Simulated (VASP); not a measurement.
# C (P6_3/mmc) in VASP: a series of runs, part 2 of 2

VASP 6.6.1.

## Step 3: Single point, PBE+D3(BJ)

The input, INCAR:

```
SYSTEM = C
  ALGO = Fast
  EDIFF = 1E-7
  ENCUT = 600
  GGA = PE
  ISIF = 2
  ISMEAR = 0
  IVDW = 12
  LASPH = .TRUE.
  LCHARG = .FALSE.
  LREAL = .FALSE.
  LWAVE = .FALSE.
  NELM = 80
  PREC = Accurate
  SIGMA = 0.02
```

The input, KPOINTS:

```
k-points
0
G
  12 12 4
  0 0 0
```

The input, POSCAR:

```
C
1.0
    2.4560000000      0.0000000000      0.0000000000
   -1.2280000000      2.1269583900      0.0000000000
    0.0000000000      0.0000000000      6.6960000000
C
4
Direct
    0.0000000000      0.0000000000      0.7500000000
    0.0000000000      0.0000000000      0.2500000000
    0.3333333300      0.6666666700      0.7500000000
    0.6666666700      0.3333333300      0.2500000000
```

Potentials or basis: VASP PAW PBE potentials, release 64 (C).

Launch:

```sh
$ cat potpaw_PBE.64/C/POTCAR > POTCAR
$ mpirun -np 1 vasp_std > vasp.out
```

OUTCAR:

```text
SYSTEM = C
   EDIFF = 1E-7
   ENCUT = 600
   GGA = PE
   ISIF = 2
   ISMEAR = 0
   IVDW = 12
   LASPH = .TRUE.
   LREAL = .FALSE.
   NELM = 80
   PREC = Accurate
 IVDW          = 12

 ion  position               nearest neighbor table
   1  0.000  0.000  0.750-   3 1.42   3 1.42   3 1.42
   2  0.000  0.000  0.250-   4 1.42   4 1.42   4 1.42
   3  0.333  0.667  0.750-   1 1.42   1 1.42   1 1.42
   4  0.667  0.333  0.250-   2 1.42   2 1.42   2 1.42

  LATTYP: Found a hexagonal cell.
 ALAT       =     2.4560000000
 C/A-ratio  =     2.7263843648

  Lattice vectors:

 A1 = (   2.4560000000,   0.0000000000,   0.0000000000)
 A2 = (  -1.2280000000,   2.1269583900,   0.0000000000)
 A3 = (   0.0000000000,   0.0000000000,   6.6960000000)

Analysis of symmetry for initial positions (statically):
=====================================================================
 Subroutine PRICEL returns:
 Original cell was already a primitive cell.

 Routine SETGRP: Setting up the symmetry group for a
 hexagonal supercell.

 Subroutine GETGRP returns: Found 24 space group operations
 (whereof 12 operations were pure point group operations)
 out of a pool of 24 trial point group operations.

The static configuration has the point symmetry D_3d.
 The point group associated with its full space group is D_6h.

Analysis of symmetry for dynamics (positions and initial velocities):
=====================================================================
 Subroutine PRICEL returns:
 Original cell was already a primitive cell.

 Routine SETGRP: Setting up the symmetry group for a
 hexagonal supercell.

 Subroutine GETGRP returns: Found 24 space group operations
 (whereof 12 operations were pure point group operations)
 out of a pool of 24 trial point group operations.

The dynamic configuration has the point symmetry D_3d.
 The point group associated with its full space group is D_6h.

 Subroutine INISYM returns: Found 24 space group operations
[... 134 lines left out ...]
 Gauss-broadening in eV      SIGMA  =   0.02
  energy-cutoff  :      600.00
  volume of cell :       34.98
 maximum number of plane-waves:      1194
 NGX is ok and might be reduce to    20
   NGX =  9   NGY =  9   NGZ = 27

 number of electron      16.0000002 magnetization

 Free energy of the ion-electron system (eV)
  ---------------------------------------------------
  ext. energy  EPLUGINS =         0.00000000
  ---------------------------------------------------
  free energy    TOTEN  =       -36.83940043 eV

  energy without entropy =      -36.83908910  energy(sigma->0) =      -36.83924477

 E-fermi :   4.7550     XC(G=0): -10.3598

 val. band max:        4.7535792072   @ k =   0.3333   0.3333   0.5000
 cond. band min:       4.7554547673   @ k =   0.3333   0.3333   0.2500
 fundamental gap:      0.0018755602
 Fermi energy:         4.7549983912

 k-point     1 :       0.0000    0.0000    0.0000
  band No.  band energies     occupation
      1     -14.9808      2.00000
      2     -14.6776      2.00000
      3      -3.8324      2.00000
      4      -1.8525      2.00000
      5       1.7473      2.00000
      6       1.7473      2.00000
      7       1.7658      2.00000
      8       1.7658      2.00000
      9       9.0233      0.00000
     10      13.1546      0.00000
     11      13.1581      0.00000
     12      13.2068      0.00000
[... 331 lines left out ...]
 k-point    24 :       0.3333   -0.0000    0.2500
  band No.  band energies     occupation
      1     -12.3171      2.00000
      2     -12.1363      2.00000
      3      -4.9263      2.00000
      4      -4.8310      2.00000
      5      -1.0368      2.00000
      6      -0.9999      2.00000
      7      -0.4793      2.00000
      8       0.7148      2.00000
      9       9.4093      0.00000
     10      10.0597      0.00000
     11      12.4365      0.00000
     12      12.6021      0.00000

 [... further k-points ...]

------------------------ aborting loop because EDIFF is reached ----------------------------------------

 Edisp (eV)   -0.62732

 E8    (eV) :    -0.1778

  FORCE on cell =-STRESS in cart. coord.  units (eV):
  Direction    XX          YY          ZZ          XY          YZ          ZX
  --------------------------------------------------------------------------------------
  -------------------------------------------------------------------------------------
  Total       1.12102     1.12102    -0.03958     0.00000     0.00000     0.00000
  in kB      51.34777    51.34777    -1.81292     0.00000     0.00000     0.00000
  external pressure =       33.63 kB  Pullay stress =        0.00 kB

 VOLUME and BASIS-vectors are now :
 -----------------------------------------------------------------------------
  energy-cutoff  :      600.00
  volume of cell :       34.98
      direct lattice vectors                 reciprocal lattice vectors
     2.456000000  0.000000000  0.000000000     0.407166124  0.235077471  0.000000000
    -1.228000000  2.126958390  0.000000000     0.000000000  0.470154943  0.000000000
     0.000000000  0.000000000  6.696000000     0.000000000  0.000000000  0.149342891

 POSITION                                       TOTAL-FORCE (eV/Angst)
 -----------------------------------------------------------------------------------
      0.00000      0.00000      5.02200         0.000000     -0.000000      0.000000
      0.00000      0.00000      1.67400        -0.000000      0.000000     -0.000000
     -0.00000      1.41797      5.02200         0.000000      0.000000      0.000000
      1.22800      0.70899      1.67400        -0.000000      0.000000     -0.000000
 -----------------------------------------------------------------------------------
    total drift:                               -0.000000      0.000000      0.000000

  FREE ENERGIE OF THE ION-ELECTRON SYSTEM (eV)
  ---------------------------------------------------
  free  energy   TOTEN  =       -37.4667240999 eV

  energy  without entropy=      -37.4664127697  energy(sigma->0) =      -37.46656843
```

Wall time 23 s (1 thread of Intel Xeon 6975P-C (Granite Rapids), shared host); peak memory 0.16 GiB.

What came out:

| Quantity | Value |
| --- | --- |
| Free energy | -37.4667 eV |
| Pressure | 3.4 GPa |
| Band gap on the k mesh | none (metal or under the smearing width) |
| Dispersion energy per atom | -0.157 eV |

## Step 4: Single point, PBE+D3(BJ)

Changes to INCAR since step 3:

```diff
@@ -3,3 +3,3 @@
   EDIFF = 1E-7
-  ENCUT = 600
+  ENCUT = 700
   GGA = PE
```

KPOINTS is that of step 3.

POSCAR is that of step 3.

Launch:

```sh
$ cat potpaw_PBE.64/C/POTCAR > POTCAR
$ mpirun -np 1 vasp_std > vasp.out
```

Wall time 27 s (1 thread of Intel Xeon 6975P-C (Granite Rapids), shared host); peak memory 0.19 GiB.

Results (log left out):

```
Free energy                : -37.4856 eV
Pressure                   : 3.2 GPa
Band gap on the k mesh     : none (metal or under the smearing width)
Dispersion energy per atom : -0.157 eV
```

Stress tensor (GPa, compression positive):
```
 4.90  0.00  0.00
 0.00  4.90  0.00
 0.00  0.00 -0.24
```

Levels at points of the mesh, in eV from the Fermi level:
| k point | band 5 | band 6 | band 7 | band 8 | band 9 | band 10 | band 11 | band 12 |
| --- | --- | --- | --- | --- | --- | --- | --- | --- |
| (0.00, 0.00, 0.00) | -3.01 | -3.01 | -2.99 | -2.99 | 4.27 | 8.40 | 8.41 | 8.45 |
| (0.50, 0.00, 0.00) | -6.44 | -6.39 | -2.78 | -2.09 | 1.52 | 2.20 | 7.32 | 7.72 |
| (0.00, 0.00, 0.50) | -3.00 | -3.00 | -3.00 | -3.00 | 8.42 | 8.42 | 8.43 | 8.43 |
| (0.50, 0.00, 0.50) | -6.42 | -6.42 | -2.37 | -2.37 | 1.66 | 1.66 | 7.52 | 7.52 |

## Step 5: Overview

| cutoff (eV) | gap on the mesh (eV) | pressure (GPa) |
| --- | --- | --- |
| 520 | none | 3.8 |
| 600 | none | 3.4 |
| 700 | none | 3.2 |

Alike in all rows: task single point; level PBE+D3(BJ); potentials or basis VASP PAW PBE potentials, release 64 (C); no spin polarisation; cell as given; k mesh 12 × 12 × 4; smearing gaussian 0.02 eV.

Every run on the cell as given and a fine mesh finds a metal.

Absolute energies hang on the potentials; compare differences alone.
